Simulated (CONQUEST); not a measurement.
The system is SnO2 (Cassiterite).

```
Sn O
1.0
     3.18650    0.00000    0.00000
     0.00000    4.73800    0.00000
     0.00000    0.00000    4.73800
Sn O
2 4
Cartesian
  1.5933 2.3690 2.3690
  0.0000 0.0000 0.0000
  1.5933 0.9140 0.9140
  0.0000 3.2830 1.4550
  1.5933 3.8240 3.8240
  0.0000 1.4550 3.2830
```

* Program: CONQUEST 1.3
* Task: single point
* Functional: PBE
* Potentials or basis: PseudoDojo NC PBE, SZ, grid cutoff 150 Ha
* k mesh: 8 × 6 × 6
* Occupations: fermi-dirac, width 0.05 eV
* Spin: no spin polarisation

On this cell: pressure 29.0 GPa; largest force 0.508 eV/Å; band gap on the k mesh 0.25 eV, direct.

The same run follows on a disturbed copy (atoms moved at random, drawn with an rms of 0.05 Å):

```
CELL_PARAMETERS angstrom
3.18650 0.00000 0.00000
0.00000 4.73800 0.00000
0.00000 0.00000 4.73800
ATOMIC_POSITIONS crystal
Sn 0.49746 0.50951 0.49864
Sn 0.99823 0.00615 0.00976
O 0.50555 0.19471 0.19258
O 0.00342 0.69922 0.30269
O 0.50986 0.81229 0.79193
O 0.98763 0.30649 0.69155
```

Question: What does the disturbed cell give?

Answer: The energy moves by +19.2 meV/atom; pressure 28.8 GPa; largest force 2.115 eV/Å; band gap on the k mesh 0.14 eV, direct.

Forces in eV/Å, atoms in the order of the input:
```
Sn  -0.144 -1.112  0.024
Sn   0.786 -0.251 -1.947
O   -0.519  0.889  0.780
O   -0.241 -0.286 -0.106
O   -0.508  0.825  1.147
O    0.650 -0.039  0.106
```

Stress tensor (GPa, compression positive):
```
38.93 -1.28  1.21
-1.28 24.17  0.12
 1.21  0.12 23.33
```

Caveats: the atomic basis is small; spin-orbit coupling is left out, which moves the levels of the heavy elements; the basis of atomic orbitals isn't converged, which shifts pressures, moduli and gaps; a pressure of tens of GPa on the cell as given is suspect, and the run, the potentials or the cell itself is likely at fault (some runs).

A k mesh can miss the band edges.
